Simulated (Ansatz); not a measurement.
## HfC under changes of volume

One of the cells (12.587 Å³/atom); the others are scaled copies at fixed shape and fractional positions:

```
Hf C
1.0
     3.34287    0.00000    0.00000
    -1.67143    2.89501    0.00000
     0.00000    0.00000    5.20271
Hf C
2 2
Direct
  0.33333 0.66667 0.25000
  0.66667 0.33333 0.75000
  0.00000 0.00000 0.50000
  0.00000 0.00000 0.00000
```

The cell comes from a database or a generator and needn't be the stable form of this composition.

- Program: Ansatz 0.2.0
- Functional: PBEsol
- Potentials or basis: Ansatz PAW
- Cutoff: 420 eV (not typed: the program's choice for these potentials)
- k mesh: 9 × 9 × 5
- Occupations: fermi-dirac, width 0.05 eV
- Spin: no spin polarisation

| volume (Å³/atom) | energy over the lowest point (meV/atom) | pressure (GPa) |
| --- | --- | --- |
| 11.832 | 7.93 | 7.9 |
| 12.084 | 0.00 | 2.3 |
| 12.336 | 0.48 | -2.8 |
| 12.587 | ? | ? |
| 12.839 | 23.34 | -11.5 |
| 13.091 | 44.36 | -15.2 |
| 13.343 | 70.90 | -18.5 |

Q: What does the run at 12.587 Å³/atom give?

A: Energy over the lowest point 8.48 meV/atom; pressure -7.4 GPa.

Worked out: A Birch-Murnaghan fit of order 3 (a polynomial in V^(-2/3)) to the other rows has its minimum at 12.19 Å³/atom with B0 = V·E''(V) = 247 GPa and B' = 4.1 at fixed shape and positions, which overstates the stiffness. It gives 8.49 meV/atom at 12.587 Å³/atom, against the run's 8.48, and -dE/dV = -7.3 GPa, against -7.4.

Energies are extrapolated to zero smearing.

Caveats: the PAW data sets come from PBE, with cores solved anew for the run's functional, which leaves a small shift of forces and pressure.
